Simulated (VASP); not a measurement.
ZnSe in VASP 6.6.1, single-point calculation

INCAR

```
LCHARG = .FALSE.
ISIF = 2
LWAVE = .FALSE.
ISMEAR = -1
IBRION = -1
LREAL = .FALSE.
ENCUT = 520
NELM = 120
LASPH = .TRUE.
SIGMA = 0.02
PREC = Accurate
NBANDS = 16
GGA = PE
NSW = 0
EDIFF = 1E-8
```

KPOINTS

```
KPOINTS created by Atomic Simulation Environment
0
Gamma
8 8 8
0 0 0
```

POSCAR

```
Zn Se
 1.0000000000000000
     0.0000000000000000    2.8749069950999999    2.7824172340000000
     2.8749069950999999    0.0000000000000000    2.7824172340000000
     2.8749069950999999    2.8749069950999999    0.0000000000000000
 Zn  Se
   1   1
Cartesian
  0.0000000000000000  0.0000000000000000  0.0000000000000000
  1.4374534975500000  1.4374534975500000  1.3912086170000000
```

The recommended PBE PAW datasets give the neutral cell 18 valence electrons.

Command

```
mpirun -np 1 vasp_std
```

OSZICAR

```
N       E                     dE             d eps       ncg     rms          rms(c)
DAV:   1     0.871038097922E+02    0.87104E+02   -0.87334E+03  1888   0.128E+03
DAV:   2    -0.849243176238E+00   -0.87953E+02   -0.83151E+02  2152   0.252E+02
DAV:   3    -0.626787605465E+01   -0.54186E+01   -0.53996E+01  2280   0.609E+01
DAV:   4    -0.631176391240E+01   -0.43888E-01   -0.43884E-01  2336   0.587E+00
DAV:   5    -0.631197447474E+01   -0.21056E-03   -0.21056E-03  2424   0.366E-01    0.466E+00
DAV:   6    -0.604148335591E+01    0.27049E+00   -0.53331E-01  2768   0.237E+01    0.356E+00
DAV:   7    -0.602264644427E+01    0.18837E-01   -0.15273E-01  2200   0.347E+00    0.152E+00
DAV:   8    -0.602244915024E+01    0.19729E-03   -0.43385E-03  2504   0.652E-01    0.446E-01
DAV:   9    -0.602268840792E+01   -0.23926E-03   -0.10835E-03  2280   0.249E-01    0.669E-02
DAV:  10    -0.602279250877E+01   -0.10410E-03   -0.17618E-04  2416   0.993E-02    0.202E-02
DAV:  11    -0.602278911820E+01    0.33906E-05   -0.32555E-05  2208   0.466E-02    0.472E-03
DAV:  12    -0.602279025164E+01   -0.11334E-05   -0.43303E-06  2448   0.124E-02    0.288E-03
DAV:  13    -0.602279039000E+01   -0.13836E-06   -0.54143E-07  2320   0.552E-03    0.826E-04
DAV:  14    -0.602279041257E+01   -0.22572E-07   -0.43640E-08  2576   0.265E-03    0.526E-04
DAV:  15    -0.602279041531E+01   -0.27335E-08   -0.75452E-09  1792   0.125E-03
   1 F= -.60227904E+01 E0= -.60227904E+01  d E =-.368377E-12
```

From OUTCAR

```
k-points           NKPTS =     59   k-points in BZ     NKDIM =     59   number of bands    NBANDS=     16

   NELECT =      18.0000    total number of electrons

   dimension x,y,z NGX =    30 NGY =   30 NGZ =   30
   dimension x,y,z NGXF=    60 NGYF=   60 NGZF=   60

  energy-cutoff  :      520.00
  volume of cell :       45.99
      direct lattice vectors                 reciprocal lattice vectors
     0.000000000  2.874906995  2.782417234    -0.173918670  0.173918670  0.179699865
     2.874906995  0.000000000  2.782417234     0.173918670 -0.173918670  0.179699865
     2.874906995  2.874906995  0.000000000     0.173918670  0.173918670 -0.179699865

 k-points in reciprocal lattice and weights: KPOINTS created by Atomic Simulation Env
   0.00000000  0.00000000  0.00000000       0.002
   0.12500000  0.00000000  0.00000000       0.016
   0.25000000  0.00000000  0.00000000       0.016
   0.37500000 -0.00000000  0.00000000       0.016
   0.50000000  0.00000000  0.00000000       0.008
   0.12500000  0.12500000  0.00000000       0.004
   0.25000000  0.12500000  0.00000000       0.016
   0.37500000  0.12500000  0.00000000       0.016
   ...

 E-fermi :   2.0430

 k-point     1 :       0.0000    0.0000    0.0000
  band No.  band energies     occupation
      1     -11.6667      2.00000
      2      -4.9883      2.00000
      3      -4.9883      2.00000
      4      -4.9745      2.00000
      5      -4.6272      2.00000
      6      -4.6223      2.00000
      7       1.4853      2.00000
      8       1.4853      2.00000
      9       1.5964      2.00000
     10       2.7667      0.00000
     11       7.3248      0.00000
     12       7.3388      0.00000
     13       7.3388      0.00000
     14      11.4102      0.00000
     15      12.6749      0.00000
     16      13.2147      0.00000

 k-point     2 :       0.1250    0.0000    0.0000
  band No.  band energies     occupation
      1     -11.5680      2.00000
      2      -4.9790      2.00000
      3      -4.9734      2.00000
      4      -4.9606      2.00000
      5      -4.6278      2.00000
      6      -4.6243      2.00000
      7       0.2097      2.00000
      8       1.3269      2.00000
      9       1.4212      2.00000
     10       3.7574      0.00000
     11       7.2495      0.00000
     12       7.5781      0.00000
     13       7.6049      0.00000
     14      11.9852      0.00000
     15      12.2014      0.00000
     16      12.4334      0.00000

 k-point     3 :       0.2500    0.0000    0.0000
  band No.  band energies     occupation
      1     -11.3120      2.00000
      2      -4.9410      2.00000
      3      -4.9325      2.00000
      4      -4.9159      2.00000
      5      -4.6248      2.00000
      6      -4.6240      2.00000
      7      -1.4968      2.00000
      8       0.9883      2.00000
      9       1.1223      2.00000
     10       4.2391      0.00000
     11       7.8970      0.00000
     12       7.8985      0.00000
     13       8.1784      0.00000
     14      11.8846      0.00000
     15      11.9140      0.00000
     16      12.3604      0.00000

 ...

  Total        0.3700553      0.3700553      0.6686327      0.0000000     -0.0000000      0.0000000
  in kB       12.8907250     12.8907250     23.2915463      0.0000000     -0.0000000      0.0000000
  external PRESSURE =      16.3576655 kB  Pullay stress =       0.0000000 kB

 POSITION                                       TOTAL-FORCE (eV/Angst)
 -----------------------------------------------------------------------------------
      0.00000      0.00000      0.00000        -0.000000     -0.000000      0.000000
      1.43745      1.43745      1.39121         0.000000      0.000000      0.000000
 -----------------------------------------------------------------------------------
    total drift:                               -0.000001     -0.000001      0.000000

  FREE ENERGIE OF THE ION-ELECTRON SYSTEM (eV)
  ---------------------------------------------------
  free  energy   TOTEN  =        -6.0227904153 eV

  energy  without entropy=       -6.0227904153  energy(sigma->0) =       -6.02279042
```

It converged. Results: gap between bands v and c on the k mesh 1.17 eV; least direct gap on the k mesh 1.17 eV; pressure 1.6 GPa. Band v is the last that the valence electrons fill when counted band by band, and c is the next.

For comparison, a separate PBE run of the intended cell, on usual settings and not on those above, gives a gap of 1.17 eV on its mesh and a pressure of 1.6 GPa.

The run above took about 51 s on one core of a shared host (Intel Xeon Platinum 8488C) and held 0.2 GiB at most.
